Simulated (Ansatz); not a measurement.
Start from AlSb in the zinc blende structure (space group F-43m, No. 216).

```xyz
2
Lattice="0.0000 3.0887 3.0887 3.0887 0.0000 3.0887 3.0887 3.0887 0.0000" Properties=species:S:1:pos:R:3 pbc="T T T"
Sb     4.6331     4.6331     4.6331
Al     0.0000     0.0000     0.0000
```

Calculations: Ansatz (a quantum-chemistry and plane-wave program), r2SCAN, PAW, cutoff 500 eV, spin-orbit coupling left out, earlier PAW set.

Before the change:

Hole mass: 0.11, 0.35, 0.35 mₑ (at Γ)
Smallest direct gap: 2.03 eV
Band gap: 1.51 eV
Gap character: indirect, Γ → Γ–X (85 % along)

It is then changed as follows: cell and atoms relaxed at a pressure of 0.9 GPa.

Problem. Predict the new hole mass.

Solution. The hole mass (degenerate bands, along [100]) becomes 0.11, 0.34, 0.34 mₑ (at Γ) (base: 0.11, 0.35, 0.35 mₑ (at Γ)).

Problem. Predict the new smallest direct gap.

Solution. The smallest direct gap grows by 0.13 eV, from 2.03 eV to 2.16 eV.

Problem. What happens to the band gap?

Solution. The band gap drops by 0.02 eV to 1.49 eV.

Problem. Estimate the effect on the gap character.

Solution. The gap character stays indirect, Γ → Γ–X (85 % along).

Spin-orbit coupling, missing from the scalar runs, can matter with Sb. Load acts through the strain it causes; cell and atoms are relaxed under it. Effective masses come from finite differences of ±0.01 Å⁻¹. Stability against distortions was not tested.
